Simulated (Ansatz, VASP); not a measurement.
Given: the input of a run of VASP 6.6.1 on ZnS (Wurtzite-4H).

INCAR

```
SYSTEM = ZnS
  PREC = Accurate
  ENCUT = 630
  EDIFF = 1E-6
  ISMEAR = -1
  SIGMA = 0.05
  LREAL = .FALSE.
  LASPH = .TRUE.
  NELM = 60
  ALGO = Normal
  ISIF = 3
  LWAVE = .FALSE.
  LCHARG = .FALSE.
  GGA = PE
  IBRION = 2
  NSW = 60
  EDIFFG = -0.01
```

The input KPOINTS:

```
Automatic mesh
0
G
  8 8 3
  0 0 0
```

Contents of POSCAR:

```
ZnS
1.0
    3.8227000000      0.0000000000      0.0000000000
   -1.9113500000      3.3105553110      0.0000000000
    0.0000000000      0.0000000000     12.5200000000
Zn S
4 4
Direct
    0.6666666667      0.3333333333      0.7500000000
    0.3333333333      0.6666666667      0.2500000000
    0.0000000000      0.0000000000      0.5000000000
    0.0000000000      0.0000000000      0.0000000000
    0.6666666667      0.3333333333      0.9375000000
    0.3333333333      0.6666666667      0.4375000000
    0.0000000000      0.0000000000      0.6875000000
    0.0000000000      0.0000000000      0.1875000000
```

Potentials or basis: VASP PAW PBE potentials, release 64 (Zn_GW, S_GW).

Run with:

```sh
$ cat potpaw_PBE.64/Zn_GW/POTCAR potpaw_PBE.64/S_GW/POTCAR > POTCAR
$ mpirun -np 1 vasp_std > vasp.out
```

Problem. Translate it to Ansatz 0.2.0. Potentials there: Ansatz PAW.

Solution. As run (the cutoff follows the program's own potentials):

Contents of input.yaml:

```yaml
crystal:
  lattice:
    - [3.8227, 0.0, 0.0]
    - [-1.91135, 3.310555311, 0.0]
    - [0.0, 0.0, 12.52]
  atoms:
    - { symbol: Zn, position: [0.6666666667, 0.3333333333, 0.75] }
    - { symbol: Zn, position: [0.3333333333, 0.6666666667, 0.25] }
    - { symbol: Zn, position: [0.0, 0.0, 0.5] }
    - { symbol: Zn, position: [0.0, 0.0, 0.0] }
    - { symbol: S, position: [0.6666666667, 0.3333333333, 0.9375] }
    - { symbol: S, position: [0.3333333333, 0.6666666667, 0.4375] }
    - { symbol: S, position: [0.0, 0.0, 0.6875] }
    - { symbol: S, position: [0.0, 0.0, 0.1875] }
hamiltonian:
  xc: pbe
  pseudopotentials: { kind: paw }
kpoints:
  mp_grid: { grid: [8, 8, 3] }
scf:
  occupations: { method: fermi_dirac, width: 0.05 }
output:
  forces: true
  stress: true
relax:
  f_tol: 0.01
  max_steps: 40
  cell: { stress_tol: 0.05 }
```

Potentials or basis: Ansatz PAW.

Run with:

```bash
$ ansatz run input.yaml --threads 4 --pin off --max-ram 11264MiB --backend cpu --events-out ev --progress --plain --runs-dir out
```

Both were run:

|  | VASP | Ansatz | Ansatz less VASP |
| --- | --- | --- | --- |
| relaxed volume (Å³/atom) | 20.19 | 20.17 | -0.026 |
| relaxed cell length with the largest relative difference (Å) | 3.848 | 3.847 | -0.0017 |
| energy change over the relaxation (meV/atom) | -2 | -2 | +0.2 |

Caveats: the plane-wave basis is chosen anew once the cell has moved, so the energies of steps on either side of that aren't comparable (Ansatz). PBE usually gives volumes a little too large and moduli too small. A k mesh can miss the band edges.
